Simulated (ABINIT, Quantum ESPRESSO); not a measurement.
# Moving the pressure in Ge

The cell as given:

Space group Fd-3m:1 (No. 227). a = 5.658 Å, b = 5.658 Å, c = 5.658 Å, α = 90.00°, β = 90.00°, γ = 90.00°
| atom | site | symmetry | x | y | z |
| --- | --- | --- | --- | --- | --- |
| Ge | 8a | -43m | 0.2500 | 0.2500 | 0.2500 |

Kept alike: task relaxation of cell and atoms; functional PBE; k mesh 8 × 8 × 8; occupations fermi-dirac, width 0.05 eV; no spin polarisation. Program: Quantum ESPRESSO, SSSP 1.3 efficiency PBE, cutoff 857 eV. The mesh is that of the run's cell of 2 atoms. No spin-orbit coupling.

| pressure, P (GPa) | band gap (eV) | volume (Å³/atom) |
| --- | --- | --- |
| 0 | 0.05 or less | 23.879 |
| 2 | 0.05 or less | 23.138 |
| 5 | 0.208 | ? |
| 10 | 0.415 | 21.047 |
| 20 | 0.339 | 19.415 |

Gaps hold for each row's own relaxed cell. The relaxations keep at least the cell's symmetry (Fd-3m). Runs of this series that gave no sound value for these columns are left out. The runs follow the start's structure, whether or not it is the stable one at these pressures. P is the pressure aimed at, which the runs meet within some hundredths to tenths of a GPa. A gap read on the mesh alone can miss an edge between its points.

Fit the rows shown and predict the run at 5 GPa.

Murnaghan's form V = V0 (1 + B′P/B0)^(-1/B′) through the rows shown has V0 = 23.8786, B0 = 59.23 GPa and B′ = 4.4 (largest miss 0.0007); at P = 5 it gives 22.225 Å³/atom. The run gave: volume 22.207 Å³/atom.
